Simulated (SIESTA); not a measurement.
SnO2 (Cassiterite):

```xyz
6
Lattice="4.7380 0.0000 0.0000 0.0000 4.7380 0.0000 0.0000 0.0000 3.1865" Properties=species:S:1:pos:R:3 pbc="T T T"
Sn    2.3690    2.3690    1.5933
Sn    0.0000    0.0000    0.0000
O     3.8240    0.9140    1.5933
O     3.2830    3.2830    0.0000
O     0.9140    3.8240    1.5933
O     1.4550    1.4550    0.0000
```

Base run:

```yaml
Program: SIESTA 5.4.2
Functional: PBE
Potentials_or_basis: PseudoDojo 0.4 standard (PBE files)
Basis: TZDP (energy shift 0.003 Ry; two zetas on semicore shells)
Grid_cutoff: 800 Ry
Energy_shift: 0.003 Ry
k_mesh: 6 × 6 × 8
Occupations: fermi-dirac, width 0.05 eV
Spin: no spin polarisation
```

Its results: band gap on the k mesh 1.11 eV, direct; pressure 16.0 GPa; largest force 0.311 eV/Å.

Q: The run is repeated on the same cell with these changes: basis from TZDP (energy shift 0.003 Ry; two zetas on semicore shells) to DZ (energy shift 0.003 Ry; two zetas on semicore shells). What comes out?

A: Band gap on the k mesh 0.92 eV, direct; pressure 18.0 GPa; largest force 0.411 eV/Å.

Caveats: so large a pressure means that the cell lies far from this level's equilibrium, or that cutoff or potentials fall short; spin-orbit coupling is left out, which moves the levels of the heavy elements; the basis of atomic orbitals isn't converged, which shifts pressures, moduli and gaps; the basis has no polarisation orbitals (some runs).
